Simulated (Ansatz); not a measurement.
What does this script print? It uses the Python package of Ansatz (0.2.0).

Script `convert_mos2.py`:
```python
# -*- coding: utf-8 -*-
"""Write the input file for MoS2 without running it."""

import ansatz as az

SIGMA = 0.1
MESH = (9, 9, 9)
FUNCTIONAL = "pbesol"

structure = (
    az.Lattice.from_parameters(6.383176, 6.383176, 6.383176, alpha=28.76421, beta=28.76421, gamma=28.76421)
    .atom("Mo", [0.0, 0.0, 0.0])
    .atom("S", [0.75, 0.75, 0.75])
    .atom("S", [0.25, 0.25, 0.25])
)

calc = (
    structure.calculation()
    .pseudopotentials("paw")
    .occupations(az.OccupationsMethod.FERMI_DIRAC, width=SIGMA)
    .kpoints(mesh=MESH, center="gamma")
    .functional(FUNCTIONAL)
    .phonons("dfpt", mesh=2)
)
text = calc.to_yaml()
print(text)
print("sections:", sorted(calc.input().to_dict()))
```

```console
$ python convert_mos2.py
crystal:
  lattice:
    a: 6.383176
    b: 6.383176
    c: 6.383176
    alpha: 28.76421
    beta: 28.76421
    gamma: 28.76421
  atoms:
    - { symbol: Mo, position: [0.0, 0.0, 0.0] }
    - { symbol: S, position: [0.75, 0.75, 0.75] }
    - { symbol: S, position: [0.25, 0.25, 0.25] }
kpoints:
  mp_grid:
    grid: [9, 9, 9]
    shift: [0.0, 0.0, 0.0]
hamiltonian:
  xc: pbesol
  pseudopotentials:
    kind: paw
scf:
  occupations:
    method: fermi_dirac
    width: 0.1
phonons:
  method: dfpt
  qmesh: [2, 2, 2]

sections: ['crystal', 'hamiltonian', 'kpoints', 'phonons', 'scf']
```

The input is only written out: it wasn't run, and its settings aren't tested.

(A comment or docstring line of the script was reworded after the run, the code is as it ran.)
